**Q:** I want a band gap for boron arsenide, BAs, before I judge it as an electronic material. My colleague is about to run one more density functional, Wu–Cohen, WC for short. Can the results we already have tell us where it will land?

**A:** They can narrow it down. Here are the known gaps. The atoms sit in the same places in every row, so no change of bond length enters the comparison.

BAs (space group F-43m, cubic edge 4.777 Å) in ABINIT 10.8.3, using Kohn–Sham DFT with PAW potentials and spin–orbit coupling. All rows use a 10×10×10 k mesh, Fermi–Dirac occupations with a width of 0.05 eV, and plane-wave cutoffs of 408.171 eV and, for the fine grid, 816.342 eV. The band path is G–X–W–K–G–L–U–W–L–K, where G is Γ.

| functional | potentials | gap on path (eV) | direct gap on path (eV) |
| --- | --- | --- | --- |
| LDA | JTH PAW LDA v2.0 | 1.065 | 3.042 |
| PBE | JTH PAW PBE v2.0 sp | 1.120 | 3.102 |
| PBEsol | JTH PAW PBE v2.0 sp | 1.019 | 3.067 |
| RPBE | JTH PAW PBE v2.0 | 1.148 | 3.071 |
| BLYP | JTH PAW PBE v2.0 | 1.350 | 3.166 |
| HCTH407 | JTH PAW PBE v2.0 | 1.348 | 3.069 |
| LDA-PZ | JTH PAW LDA v2.0 | 1.061 | 3.040 |
| LDA-Teter | JTH PAW LDA v2.0 | 1.064 | 3.041 |
| LDA-VWN | JTH PAW LDA v2.0 | 1.068 | 3.042 |
| SOGGA | JTH PAW PBE v2.0 | 0.950 | 3.008 |
| WC | JTH PAW PBE v2.0 | ? | ? |

"Gap on path" is the smallest energy step from filled to empty bands along the chosen lines in reciprocal space. It is indirect here: the two states have different crystal momenta. "Direct gap on path" is the smallest step at one and the same momentum.

**Q:** I was taught that LDA gives the smallest gap, and that gradient-corrected functionals, the GGAs, open it. Is that what I see?

**A:** Only in part. PBE and RPBE lie above LDA, but PBEsol and SOGGA lie below it, SOGGA by 0.115 eV. The four LDA rows agree within 0.007 eV and are best read as one result, since they describe the same uniform electron gas with slightly different formulas. So the label GGA doesn't fix even the sign of the change.

**Q:** Then what does?

**A:** A balance between two corrections. LDA treats each point as if it belonged to a uniform electron gas. A GGA also asks how steeply the density changes there. A steeper density makes the exchange energy more negative and the correlation energy less negative, so the two corrections pull against each other.

The simplest place to see this is a uniform electron gas with a faint ripple in its density. PBE was built so that the two corrections nearly cancel there. That doesn't carry over directly to BAs, whose covalent bonds are far from a faint ripple, so the cancellation there need not be complete. The rippled gas also has no band gap, so it can't tell us which way a gap moves.

**Q:** What tells us that?

**A:** SOGGA and RPBE do. They use the same potentials and, by their published definitions, the same correlation, but RPBE has the stronger exchange correction. Its gap is 1.148 eV against 0.950 eV for SOGGA, so in this crystal stronger exchange opens the gap.

Correlation can be expected to do the reverse, because its correction has the opposite sign. No two rows differ in that correction alone, so the table doesn't show this directly. That would explain SOGGA's place below LDA: it combines a weak exchange correction with the full PBE correlation correction. PBEsol has weaker versions of both PBE corrections, and its gap lies between those of SOGGA and LDA, though its arsenic potential differs from theirs as well.

**Q:** Can you turn this into a number?

**A:** Yes, if we let one typical steepness stand for the whole crystal. The usual measure is the reduced gradient

$$s=\frac{|\nabla n|}{2k_{\mathrm F}n},\qquad k_{\mathrm F}=(3\pi^2 n)^{1/3},$$

where $n$ is the electron density. It compares the change in density with the local electron wavelength. I chose $s=0.75$ as a plausible middle value for valence electrons.

Let $X$ be the gain in exchange and $C$ the loss in correlation, both as fractions of the uniform-gas exchange energy. For PBE the exchange part is

$$X=\frac{\mu s^2}{1+\mu s^2/\kappa},$$

with $\mu\approx0.22$ and $\kappa\approx0.80$, which gives about 0.11. PBEsol has a smaller $\mu$ and reaches only about 0.06. $C$ comes from the published correlation formula at the mean valence density of BAs.

The gap is then taken as a constant plus a multiple of each correction. I fitted the three constants to five rows: LDA, PBE, PBEsol, RPBE and SOGGA. With so few rows a close fit proves little, and the separate coefficients shouldn't be read as properties of BAs.

**Q:** And WC?

**A:** WC keeps the PBE correlation. Its exchange follows PBE where the density changes gently and bends towards the weaker PBEsol form where it changes steeply. At the chosen $s$ its exchange gain is 0.0911, between those of SOGGA and PBE, so its gap should fall between theirs too. WC was not part of the fit, which gives

$$E_{\mathrm{gap}}=1.062+3.963\times0.0911-4.555\times0.0810\approx1.054\ \text{eV}.$$

My forecast is therefore about 1.05 eV, with a range of 1.00 to 1.10 eV. The range is a judgement, not a statistical error. It mainly covers the choice of $s$: interpolating between SOGGA and RPBE gives 1.098 eV at $s=0.5$ and 1.024 eV at $s=1$.

**Q:** Couldn't I just say that WC will copy PBEsol?

**A:** You could, and you would forecast about 1.02 eV. My range includes that value, so a result close to it won't decide between us.

**Q:** What about the direct gap?

**A:** There the functional matters less, and a detail of the potentials may come into play. PBE and PBEsol were run with the arsenic 3d electrons frozen into the core, while the other rows treat them as valence electrons. Both lie higher than the two corrections alone would place them, by about 0.04 eV in the fit. I allowed for this with a fourth constant, which leaves five rows very little room to object, so the shift is a hint and not a measured effect of the 3d shell. The fit of the indirect gap makes no such allowance. All the GGA rows, whatever their functional, also use potentials generated for PBE, and the error this brings isn't tested here.

For WC, whose potentials are those used for SOGGA and RPBE, I expect a direct gap of about 3.04 eV, with a range of 3.01 to 3.07 eV.

**Q:** My colleague's run has finished. Here it is.

The withheld rows as computed:

| functional | potentials | gap on path (eV) | direct gap on path (eV) |
| --- | --- | --- | --- |
| WC | JTH PAW PBE v2.0 | 1.032 | 3.050 |

**A:** Both values fall inside their ranges. The indirect gap is 1.032 eV, so the fitted formula was 0.022 eV too high; the direct gap came out about 0.01 eV above my forecast. The indirect gap does lie between those of SOGGA and PBE, as the balance of corrections suggested.

Your shortcut did better, though. PBEsol has a gap of 1.019 eV, only 0.013 eV from WC. The result agrees with my explanation, but it doesn't show that the formula is better than treating WC as a near twin of PBEsol.

**Q:** Why was your formula too high?

**A:** The single value of $s$ is one possible reason. A real crystal has gentle and steep regions, and WC changes character between them. If the steep regions count for more than I assumed, WC behaves less like PBE and its gap comes down. The computed value does lie nearer the estimate for $s=1$ than the one for $s=0.5$, but that can't settle the cause: when each fitted row was left out in turn, the formula typically missed it by about 0.03 eV, more than it missed WC.

**Q:** BLYP and HCTH407 give much larger gaps. Does the same balance explain them?

**A:** Not in this form. Their indirect gaps are nearly equal and almost 0.3 eV above LDA, but they are built from other exchange and correlation formulas, which I didn't put into the model. The printed output after this text lists them with both corrections set to zero, so the "model" value there is simply the LDA level and no forecast.

**Q:** Should I pick BLYP, then, since it has the largest gap?

**A:** Not for that reason. The measured indirect gap is roughly 1.8 eV, a recalled figure, and every row falls well short of it. LDA and GGA band gaps are usually too small, because the step between their filled and empty bands leaves out part of the difference between the energy needed to remove an electron and the energy gained by adding one. Thermal and zero-point motion are absent from the calculation too, but they normally narrow a gap, so including them would not close the difference.

For your purpose, the spread between these functionals shows how sensitive the calculated gap is to the choice. It isn't an error bar that must contain the measured value.

**Q:** What would you run next?

**A:** PBEsol again, with the arsenic 3d electrons treated as valence, as they are for WC. At present the small step between PBEsol and WC mixes a change of functional with a change of potentials. Would the two still be near twins if only the functional differed?

The analysis program printed:

```
fit of g on 5 rows (fam): constant 1.062 +/- 0.009, coefficient of X 3.963 +/- 0.23, coefficient of C -4.555 +/- 0.3; rms 0.00579, worst PBEsol 0.0113, leave-one-out rms 0.0329
  rows outside the fit (model, value, miss): BLYP 1.062, 1.35, -0.288; HCTH407 1.062, 1.348, -0.286; LDA-PZ 1.062, 1.061, 0.00144; LDA-Teter 1.062, 1.064, -0.00156; LDA-VWN 1.062, 1.068, -0.00556; WC 1.054, 1.032, 0.0223
fit of d on 5 rows (fam): constant 3.041 +/- 0.0045, coefficient of X 1.287 +/- 0.12, coefficient of C -1.432 +/- 0.15, coefficient of sp 0.03602 +/- 0.0044; rms 0.00204, worst PBEsol 0.0029, leave-one-out rms 0.0186
  rows outside the fit (model, value, miss): BLYP 3.041, 3.166, -0.125; HCTH407 3.041, 3.069, -0.0277; LDA-PZ 3.041, 3.04, 0.00134; LDA-Teter 3.041, 3.041, 0.000343; LDA-VWN 3.041, 3.042, -0.000657; WC 3.043, 3.05, -0.00743
Spread of the four LDA indirect gaps, eV: 0.007
SOGGA minus LDA, indirect gap, eV: -0.115
PBEsol minus LDA, indirect gap, eV: -0.046
PBE minus LDA, indirect gap, eV: 0.055
RPBE minus LDA, indirect gap, eV: 0.083
BLYP minus LDA, indirect gap, eV: 0.285
PBE minus RPBE, direct gap, eV: 0.031
Gain of exchange at s 0.75, fraction of uniform exchange, rows in order: LDA 0, PBE 0.107, PBEsol 0.06394, RPBE 0.1145, BLYP 0, HCTH407 0, LDA-PZ 0, LDA-Teter 0, LDA-VWN 0, SOGGA 0.06349, WC 0.0911
Loss of correlation at s 0.75, fraction of uniform exchange, rows in order: LDA 0, PBE 0.08104, PBEsol 0.06269, RPBE 0.08104, BLYP 0, HCTH407 0, LDA-PZ 0, LDA-Teter 0, LDA-VWN 0, SOGGA 0.08104, WC 0.08104
WC indirect gap interpolated from SOGGA and RPBE at s 0.5, eV: 1.098
WC indirect gap interpolated from SOGGA and RPBE at s 1.0, eV: 1.024
```
